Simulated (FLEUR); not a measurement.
# Ta (Im-3m) in FLEUR: notebook

Runs on Ta. Level: PBE. Tasks: equation of state.

All numbers are computed with FLEUR MaX-R8.1 (later development tree); they aren't measurements. Logs are shortened: lines on timing, memory, paths and dates and some standing lists are left out, and cuts for length are marked.

**What was measured.**

From “Pressure effects on the electronic structure and superconductivity of (TaNb)0.67(HfZrTi)0.33 high entropy alloy”, 2019, arxiv:1910.08312, for a bulk crystal of Ta: bulk modulus 194 GPa.

The runs below are set against these values where they give the same quantity.

### 1 Starting point

Symmetry: Im-3m, No. 229, cubic system. Conventional cell: a = 3.303 Å, b = 3.303 Å, c = 3.303 Å, α = 90.00°, β = 90.00°, γ = 90.00°. Ta (site symmetry m-3m) is surrounded by 8 Ta at 2.86 Å.

### 2 Equation of state, PBE, 16.93 Å³/atom (volume scaled by 0.94)

Input file inp.xml:

```xml
<?xml version="1.0" encoding="UTF-8" standalone="no"?>
<fleurInput fleurInputVersion="0.39">
   <comment>
      Ta                                                                                                  
   </comment>
   <calculationSetup>
      <cutoffs Kmax="4.1" Gmax="12.7" GmaxXC="12.7" numbands="0"/>
      <scfLoop itmax="60" minDistance="0.00001" maxIterBroyd="15" imix="Anderson" alpha="0.05" precondParam="0.0" spinf="2.0" sdNocoIR="T"/>
      <coreElectrons ctail="T" frcor="F" kcrel="0" coretail_lmax="0"/>
      <xcFunctional name="pbe" relativisticCorrections="F"/>
      <magnetism jspins="1"/>
      <soc l_soc="F" theta="0.0" phi="0.0" spav="F"/>
      <expertModes spex="0" secvar="F"/>
      <geometryOptimization l_f="F" forcealpha="1.0" forcemix="BFGS" epsdisp="0.0005" epsforce="0.0002"/>
      <ldaU l_linMix="F" mixParam="0.05" spinf="1.0"/>
   </calculationSetup>
   <cell>
      <bzIntegration valenceElectrons="27.0" mode="hist" fermiSmearingEnergy="0.00183747">
         <kPointListSelection listName="default-1"/>
         <!-- k-points included here -->
         <xi:include xmlns:xi="http://www.w3.org/2001/XInclude" href="kpts.xml"> </xi:include>
      </bzIntegration>
      <!-- symmetry operations included here -->
      <xi:include xmlns:xi="http://www.w3.org/2001/XInclude" href="sym.xml"> </xi:include>
      <bulkLattice scale="0.9795861087">
         <bravaisMatrix>
            <row-1>   -3.1204669550294879     3.1204669550294879     3.1204669550294879</row-1>
            <row-2>    3.1204669550294879    -3.1204669550294879     3.1204669550294879</row-2>
            <row-3>    3.1204669550294879     3.1204669550294879    -3.1204669550294879</row-3>
         </bravaisMatrix>
      </bulkLattice>
   </cell>
   <atomSpecies>
      <species name="Tantalum (Ta)" element="Ta" atomicNumber="73">
         <mtSphere radius="2.45" gridPoints="827" logIncrement="0.016"/>
         <atomicCutoffs lmax="10" lnonsphr="8"/>
         <electronConfig flipSpins="F">
            <coreConfig>(1s1/2) (2s1/2) (2p1/2) (2p3/2) (3s1/2) (3p1/2) (3p3/2) (4s1/2) (3d3/2) (3d5/2) (4p1/2) (4p3/2) (4d3/2) (4d5/2)</coreConfig>
            <valenceConfig>(5s1/2) (5p1/2) (5p3/2) (6s1/2) (4f5/2) (4f7/2) (5d3/2) (5d5/2)</valenceConfig>
            <stateOccupation state="(5d3/2)" spinUp="0.600000" spinDown="0.600000"/>
            <stateOccupation state="(5d5/2)" spinUp="0.900000" spinDown="0.900000"/>
         </electronConfig>
         <energyParameters s="6" p="6" d="5" f="4"/>
         <lo type="SCLO" l="0" n="5" eDeriv="0"/>
         <lo type="SCLO" l="1" n="5" eDeriv="0"/>
         <lo type="SCLO" l="2" n="5" eDeriv="2"/>
         <lo type="SCLO" l="3" n="4" eDeriv="2"/>
      </species>
   </atomSpecies>
   <atomGroups>
      <atomGroup species="Tantalum (Ta)">
         <relPos label="                   1">.0000000000 .0000000000 .0000000000</relPos>
         <force calculate="T" relaxXYZ="TTT"/>
      </atomGroup>
   </atomGroups>
   <output dos="F" band="F" slice="F">
      <checks vchk="F" cdinf="F"/>
      <bandDOS minEnergy="-.5*Htr" maxEnergy="0.5*Htr" sigma="0.015" storeEVData="T"/>
      <vacuumDOS vacdos="F" integ="F" star="F" nstars="0" locx1="0.0" locy1="0.0" locx2="0.0" locy2="0.0" nstm="0" tworkf="0.0"/>
      <unfoldingBand unfoldBand="F" supercellX="1" supercellY="1" supercellZ="1"/>
      <plotting iplot="0" polar="F">
         <plot TwoD="T" vec1="  1.0  0.0  0.0" vec2="  0.0  1.0  0.0" vec3="  0.0  0.0  1.0" zero="  0.0  0.0  0.0" file="plot"/>
      </plotting>
      <chargeDensitySlicing numkpt="0" minEigenval="0.0" maxEigenval="0.0" nnne="0" pallst="F"/>
      <specialOutput eonly="F"/>
      <moessbauerParams electricFieldGradient="T" isomerShift="T" coreHyperfine="T" valenceHyperfine="T"/>
      <magneticCircularDichroism mcd="F" energyLo="-10.0" energyUp="0.0"/>
   </output>
  <!-- We include the file relax.xml here to enable relaxations (see documentation) -->
  <xi:include xmlns:xi="http://www.w3.org/2001/XInclude" href="relax.xml"> <xi:fallback/> </xi:include>
</fleurInput>
```

Potentials or basis: all-electron, FLAPW.

On the command line:

```
$ inpgen -f crystal.txt -profile fastHighL
$ # inp.xml edited to the form shown
$ fleur_MPI
```

The program printed:

```text
Welcome to FLEUR        (www.flapw.de)
      MaX-Release 8.1          (www.max-centre.eu)

 ========== k-point set info ==========
 Selected k-point list: default-1
 k-point list type: mesh
 11 x 11 x 11
 Number of k points: 56

 ------------Calculation Setup---------------------------
 Number of MPI-tasks      :            1
 Number of PE/node        :            1
 Number of OMP-threads    :            1
 Most efficient MPI parallelization for:
           1           2           4           7           8          14          28          56
 Additional eigenvalue parallelization possible
 Number of basis functions:          170
 Approximate size of matrices (H+S) per k-point:         0.000 GB
 --------------------------------------------------------
 Iteration:     1   Distance:      11.35093688 me/bohr^3
 Iteration:     2   Distance:      10.21252053 me/bohr^3
 Iteration:     3   Distance:       5.32311712 me/bohr^3
 Iteration:     4   Distance:       1.24145871 me/bohr^3
 Iteration:     5   Distance:       1.11014125 me/bohr^3
 Iteration:     6   Distance:       0.22701294 me/bohr^3
 Iteration:     7   Distance:       0.21911093 me/bohr^3
 Iteration:     8   Distance:       0.01660219 me/bohr^3
 Iteration:     9   Distance:       0.00452344 me/bohr^3
 Iteration:    10   Distance:       0.00237976 me/bohr^3
 Iteration:    11   Distance:       0.00010101 me/bohr^3
 Iteration:    12   Distance:       0.00006545 me/bohr^3
 Iteration:    13   Distance:       0.00000380 me/bohr^3

 ********************************************************************
 Run finished successfully
 Stop message:
   all done
 ********************************************************************
```

out.xml (last iteration):

```text
<iteration numberForCurrentRun="   13" overallNumber="   13">
         <energyParameters units="Htr">
            <atomicEP atomType="1" spin="1" branch="6s" branchLowest="-1.86" branchHighest="2.44" value="0.3601778270"/>
            <atomicEP atomType="1" spin="1" branch="6p" branchLowest="-0.56" branchHighest="3.41" value="0.4912647268"/>
            <atomicEP atomType="1" spin="1" branch="5d" branchLowest="-7.36" branchHighest="1.13" value="0.5220002153"/>
            <atomicEP atomType="1" spin="1" branch="4f" branchLowest="-9.99" branchHighest="-0.11" value="-0.0883462128"/>
            <loAtomicEP atomType="1" spin="1" branch="5s" branchLowest="-19.04" branchHighest="-1.86" value="-1.8903817745"/>
            <loAtomicEP atomType="1" spin="1" branch="5p" branchLowest="-13.91" branchHighest="-0.56" value="-0.6839663633"/>
            <loAtomicEP atomType="1" spin="1" branch="5d" branchLowest="-7.36" branchHighest="1.13" value="0.5189781238"/>
            <loAtomicEP atomType="1" spin="1" branch="4f" branchLowest="-9.99" branchHighest="-0.11" value="-0.1126212178"/>
         </energyParameters>
         <eigenvalues>
            <eigenvaluesAt spin="1" ikpt="1" k_x="0.00000000" k_y="0.00000000" k_z="0.00000000">
                      -1.8957091622       -0.6395155404       -0.6395155404       -0.6395155404       -0.1207335521
                      -0.1207335521       -0.1207335521       -0.1182745902       -0.1182745902       -0.1182745902
                      -0.1161969388        0.2667311890        0.5920696726        0.5920696726        0.5920696726
                       0.7205759710        0.7205759710        1.1134433364        1.1134433364        1.1134433364
                       1.5551145719
            </eigenvaluesAt>
            <eigenvaluesAt spin="1" ikpt="2" k_x="0.00000000" k_y="0.00000000" k_z="0.09090909">
                      -1.8952709423       -0.6441068680       -0.6409075927       -0.6395492473       -0.1206603980
                      -0.1205722136       -0.1205564813       -0.1184410466       -0.1183334402       -0.1183288139
                      -0.1164135337        0.2811883605        0.5826934712        0.5889024915        0.6064886136
                       0.7063382064        0.7206032884        1.1263668884        1.1382684069        1.1517309633
                       1.4592800570
            </eigenvaluesAt>
            <eigenvaluesAt spin="1" ikpt="3" k_x="0.00000000" k_y="0.00000000" k_z="0.18181818">
                      -1.8940906646       -0.6560440818       -0.6446001114       -0.6396395311       -0.1204936446
                      -0.1201355017       -0.1200907581       -0.1188385931       -0.1185690933       -0.1184287768
[... 29 lines left out ...]
            <state n="3" l="1" j="1.5" energy="-78.0424150528" weight="2.0000000000"/>
            <state n="4" l="0" j="0.5" energy="-19.0415380605" weight="1.0000000000"/>
            <state n="3" l="2" j="1.5" energy="-63.9340979653" weight="2.0000000000"/>
            <state n="3" l="2" j="2.5" energy="-61.7452094086" weight="3.0000000000"/>
            <state n="4" l="1" j="0.5" energy="-15.5929092520" weight="1.0000000000"/>
            <state n="4" l="1" j="1.5" energy="-13.2787239129" weight="2.0000000000"/>
            <state n="4" l="2" j="1.5" energy="-7.6177694525" weight="2.0000000000"/>
            <state n="4" l="2" j="2.5" energy="-7.1926844944" weight="3.0000000000"/>
         </coreStates>
         <allElectronCharges>
            <spinDependentCharge spin="1" total="73.0000000" interstitial="2.1655951" mtSpheres="70.8344049"/>
            <totalCharge value="72.9999999987"/>
         </allElectronCharges>
         <moessbauerParams unitsHFF="kG" unitsIS="e/bohr^3" unitsEFG="Htr/bohr^2">
            <coreIsomerShift atomType="1" isTotal="1394671.39973">
               <shell n="1" l="0" isomerShift="1169575.90677"/>
               <shell n="2" l="0" isomerShift="165968.38654"/>
               <shell n="2" l="1" isomerShift="9787.67929"/>
               <shell n="3" l="0" isomerShift="37162.37887"/>
               <shell n="3" l="1" isomerShift="2446.39768"/>
               <shell n="4" l="0" isomerShift="9143.06146"/>
               <shell n="3" l="2" isomerShift="0.00094"/>
               <shell n="4" l="1" isomerShift="587.58794"/>
               <shell n="4" l="2" isomerShift="0.00023"/>
            </coreIsomerShift>
            <isomerShift atomType="1" nucleusRadius="0.0001336" averageDensity="1396322.14712"/>
            <electricFieldGradient atomType="1" VXX="0.00000" VYY="0.00000" VZZ="0.00000" asymParam="0.00000">
            </electricFieldGradient>
         </moessbauerParams>
         <totalEnergy                                    value="   -15626.1161031606" units="Htr">
            <sumOfEigenvalues                            value="    -9543.9155243798">
               <coreElectrons value="-9536.9123450074"/>
               <valenceElectrons value="-7.0031793723"/>
            </sumOfEigenvalues>
            <densityCoulombPotentialIntegral value="-26672.2895759078"/>
            <densityEffectivePotentialIntegral value="-27087.9088952835"/>
            <chargeDenXCDenIntegral value="-317.6849315491"/>
            <FockExchangeEnergyValence value="0.0000000000"/>
            <FockExchangeEnergyCore value="0.0000000000"/>
            <atomTypeDependentContributions atomType="1">
               <electronNucleiInteractionDifferentMTs value="19467.3889036387"/>
               <MadelungTerm value="-48.8908509228"/>
            </atomTypeDependentContributions>
            <tkbTimesEntropy value="0.0002260094"/>
            <freeEnergy value="-15626.1163291701"/>
            <extrapolationTo0K value="-15626.1162161653"/>
         </totalEnergy>
         <densityConvergence units="me/bohr^3">
            <chargeDensity spin="1" distance="0.0000038005"/>
         </densityConvergence>
      </iteration>
```

Wall time 9.1 s (1 thread of Arm Neoverse V2, shared host); peak memory 0.06 GiB.

What came out:

| Item | Value |
| --- | --- |
| Free energy | -425208.2870 eV |
| Band gap on the k mesh | none (metal or under the smearing width) |
| Valence electrons inside the program's atomic spheres | Ta 24.83 (radii Ta 2.45 bohr) |

### 3 Equation of state, PBE, 17.29 Å³/atom (volume scaled by 0.96)

Changes to inp.xml since step 2:

```diff
@@ -24,3 +24,3 @@
       <xi:include xmlns:xi="http://www.w3.org/2001/XInclude" href="sym.xml"> </xi:include>
-      <bulkLattice scale="0.9795861087">
+      <bulkLattice scale="0.9864848297">
          <bravaisMatrix>
```

Potentials or basis: all-electron, FLAPW.

On the command line:

```
$ inpgen -f crystal.txt -profile fastHighL
$ # inp.xml edited to the form shown
$ fleur_MPI
```

It took 9.2 s on 1 thread of Arm Neoverse V2, shared host; peak memory 0.06 GiB.

It converged, with:

```
Free energy                                           : -425208.3192 eV
Band gap on the k mesh                                : none (metal or under the smearing width)
Valence electrons inside the program's atomic spheres : Ta 24.79 (radii Ta 2.45 bohr)
```

### 4 Equation of state, PBE, 17.65 Å³/atom (volume scaled by 0.98)

Changes to inp.xml since step 3:

```diff
@@ -24,3 +24,3 @@
       <xi:include xmlns:xi="http://www.w3.org/2001/XInclude" href="sym.xml"> </xi:include>
-      <bulkLattice scale="0.9864848297">
+      <bulkLattice scale="0.9932883884">
          <bravaisMatrix>
```

On the command line:

```
$ inpgen -f crystal.txt -profile fastHighL
$ # inp.xml edited to the form shown
$ fleur_MPI
```

Wall time 9.3 s (1 thread of Arm Neoverse V2, shared host); peak memory 0.06 GiB.

Results (log left out):

* Free energy: -425208.3399 eV
* Band gap on the k mesh: none (metal or under the smearing width)
* Valence electrons inside the program's atomic spheres: Ta 24.75 (radii Ta 2.45 bohr)

### 5 Equation of state, PBE, 18.01 Å³/atom

Changes to inp.xml since step 4:

```diff
@@ -24,3 +24,3 @@
       <xi:include xmlns:xi="http://www.w3.org/2001/XInclude" href="sym.xml"> </xi:include>
-      <bulkLattice scale="0.9932883884">
+      <bulkLattice scale="1.0000000000">
          <bravaisMatrix>
```

On the command line:

```
$ inpgen -f crystal.txt -profile fastHighL
$ # inp.xml edited to the form shown
$ fleur_MPI
```

It took 9.5 s on 1 thread of Arm Neoverse V2, shared host; peak memory 0.06 GiB.

The run converged. Its results:

```yaml
Free_energy: -425208.3504 eV
Band_gap_on_the_k_mesh: none (metal or under the smearing width)
Valence_electrons_inside_the_program's_atomic_spheres: Ta 24.71 (radii Ta 2.45 bohr)
```

### 6 Equation of state, PBE, 18.37 Å³/atom (volume scaled by 1.02)

Changes to inp.xml since step 5:

```diff
@@ -24,3 +24,3 @@
       <xi:include xmlns:xi="http://www.w3.org/2001/XInclude" href="sym.xml"> </xi:include>
-      <bulkLattice scale="1.0000000000">
+      <bulkLattice scale="1.0066227096">
          <bravaisMatrix>
```

Potentials or basis: all-electron, FLAPW.

On the command line:

```
$ inpgen -f crystal.txt -profile fastHighL
$ # inp.xml edited to the form shown
$ fleur_MPI
```

Run time: 9.6 s. Hardware: 1 thread of Arm Neoverse V2, shared host; peak memory 0.06 GiB.

Results (log left out):

```
Free energy                                           : -425208.3515 eV
Band gap on the k mesh                                : none (metal or under the smearing width)
Valence electrons inside the program's atomic spheres : Ta 24.68 (radii Ta 2.45 bohr)
```

### 7 Equation of state, PBE, 18.73 Å³/atom (volume scaled by 1.04)

Changes to inp.xml since step 6:

```diff
@@ -24,3 +24,3 @@
       <xi:include xmlns:xi="http://www.w3.org/2001/XInclude" href="sym.xml"> </xi:include>
-      <bulkLattice scale="1.0066227096">
+      <bulkLattice scale="1.0131594038">
          <bravaisMatrix>
```

On the command line:

```
$ inpgen -f crystal.txt -profile fastHighL
$ # inp.xml edited to the form shown
$ fleur_MPI
```

Wall time 9.7 s (1 thread of Arm Neoverse V2, shared host); peak memory 0.06 GiB.

Results (log left out):

| Item | Value |
| --- | --- |
| Free energy | -425208.3446 eV |
| Band gap on the k mesh | none (metal or under the smearing width) |
| Valence electrons inside the program's atomic spheres | Ta 24.64 (radii Ta 2.45 bohr) |

### 8 Equation of state, PBE, 19.09 Å³/atom (volume scaled by 1.06)

Changes to inp.xml since step 7:

```diff
@@ -24,3 +24,3 @@
       <xi:include xmlns:xi="http://www.w3.org/2001/XInclude" href="sym.xml"> </xi:include>
-      <bulkLattice scale="1.0131594038">
+      <bulkLattice scale="1.0196128224">
          <bravaisMatrix>
```

On the command line:

```
$ inpgen -f crystal.txt -profile fastHighL
$ # inp.xml edited to the form shown
$ fleur_MPI
```

Run time: 9.9 s. Hardware: 1 thread of Arm Neoverse V2, shared host; peak memory 0.06 GiB.

It converged, with:

```
Free energy                                           : -425208.3301 eV
Band gap on the k mesh                                : none (metal or under the smearing width)
Valence electrons inside the program's atomic spheres : Ta 24.61 (radii Ta 2.45 bohr)
```

### 9 Equation of state, PBE

Potentials or basis: all-electron, FLAPW.

No new run: the results of the series are fitted here.

Results:

- Equilibrium volume: 18.24 Å³/atom
- Bulk modulus: 193 GPa
- Pressure derivative of the bulk modulus: 4.6

Energy against volume, from the lowest point:
| volume (Å³/atom) | energy (meV/atom) |
| --- | --- |
| 16.930 | 64.50 |
| 17.290 | 32.28 |
| 17.650 | 11.56 |
| 18.010 | 1.08 |
| 18.371 | 0.00 |
| 18.731 | 6.89 |
| 19.091 | 21.39 |

The run has no spin-orbit coupling, so splittings on Ta are missing. PBE usually gives volumes a little too large and moduli too small.

### 10 How close it comes

Step 9. Against the measured bulk modulus of Ta, 194 GPa (quoted in “Pressure effects on the electronic structure and superconductivity of (TaNb)0.67(HfZrTi)0.33 high entropy alloy”, 2019, arxiv:1910.08312), the calculated 193 GPa is off by -0.4 %. The fit is for a static lattice scaled at fixed shape and fixed fractional positions.
